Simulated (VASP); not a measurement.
H2: relaxation of the atoms with PBE

Molecule: H2, in a box.

```
CELL_PARAMETERS angstrom
10.00000 0.00000 0.00000
0.00000 10.50000 0.00000
0.00000 0.00000 11.00000
ATOMIC_POSITIONS crystal
H 0.50000 0.50000 0.46636
H 0.50000 0.50000 0.53364
```

* Program: VASP 6.6.1
* Task: relaxation of the atoms
* Functional: PBE
* Potentials or basis: VASP PAW PBE potentials, release 64 (H)
* Cutoff: 520 eV
* k mesh: 1 × 1 × 1
* Occupations: gaussian, width 0.02 eV
* Spin: no spin polarisation
* Further INCAR settings: ALGO = Normal; EDIFF = 1e-07; ISYM = 0; IBRION = 2; EDIFFG = -0.005; NSW = 90

```json
{
  "Energy gained by relaxing": "0.9 meV/atom",
  "Ionic steps": "3",
  "Gap between the frontier levels": "10.16 eV"
}
```

Step by step:
```
step  energy change (eV)  largest force (eV/Å)  pressure (GPa)
   1              0.0000                0.3531            0.01
   2              0.0078                0.7708           -0.03
   3             -0.0017                0.0004            0.00
```

Final structure:
```
CELL_PARAMETERS angstrom
10.00000 0.00000 0.00000
0.00000 10.50000 0.00000
0.00000 0.00000 11.00000
ATOMIC_POSITIONS crystal
H 0.50000 0.50000 0.46591
H 0.50000 0.50000 0.53409
```

Levels at points of the mesh, in eV from the valence-band top:
```csv
k point,band 1,band 2,band 3,band 4,band 5
"(0.00, 0.00, 0.00)",0.00,10.16,10.62,11.19,11.29
```

Wall time 2.2 min on 1 thread of Intel(R) Xeon(R) Platinum 8488C (Sapphire Rapids), with other jobs on the host, peak memory 0.95 GiB.
